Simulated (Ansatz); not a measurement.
The system is ZnSe (Stilleite).

```
CELL_PARAMETERS angstrom
0.00000 2.83380 2.83380
2.83380 0.00000 2.83380
2.83380 2.83380 0.00000
ATOMIC_POSITIONS crystal
Se 0.75000 0.75000 0.75000
Zn 0.00000 0.00000 0.00000
```

| Property | Result |
| --- | --- |
| Program | Ansatz 0.2.0 |
| Task | relaxation of cell and atoms |
| Functional | BPBE |
| Dispersion | D3(BJ) |
| Potentials or basis | Ansatz PAW earlier set |
| Cutoff | 800 eV |
| Density cutoff | 3200 eV |
| k mesh | 8 × 8 × 8 |
| Occupations | gaussian, width 0.01 eV |
| Spin | no spin polarisation |

At the start: volume 22.76 Å³/atom.

Task: How do energy, volume and symmetry change on relaxing?

Result: It ends after 5 steps and the volume is 21.42 Å³/atom (-5.9 %); space group F-43m (No. 216, to 0.05 Å).

The path:
```
step  energy change (eV)  largest force (eV/Å)  volume (Å³)
   1              0.0000                0.0000        45.51
   2             -0.0322                0.0000        43.44
   3             -0.0340                0.0000        42.77
   4             -0.0340                0.0000        42.84
   5             -0.0340                0.0000        42.84
```

Final structure:
```cif
data_structure
_symmetry_space_group_name_H-M 'P 1'
_symmetry_Int_Tables_number 1
_cell_length_a 3.9276
_cell_length_b 3.9276
_cell_length_c 3.9276
_cell_angle_alpha 60.000
_cell_angle_beta 60.000
_cell_angle_gamma 60.000
_cell_volume 42.84
loop_
_atom_site_label
_atom_site_type_symbol
_atom_site_fract_x
_atom_site_fract_y
_atom_site_fract_z
_atom_site_occupancy
Se1 Se 0.75000 0.75000 0.75000 1
Zn1 Zn 0.00000 0.00000 0.00000 1
```

Caveat: the plane-wave basis is chosen anew once the cell has moved, so the energies of steps on either side of that aren't comparable; the PAW data sets come from PBE, with cores solved anew for the run's functional, which leaves a small shift of forces and pressure; the dispersion damping was fitted for another functional or another form of the correction.
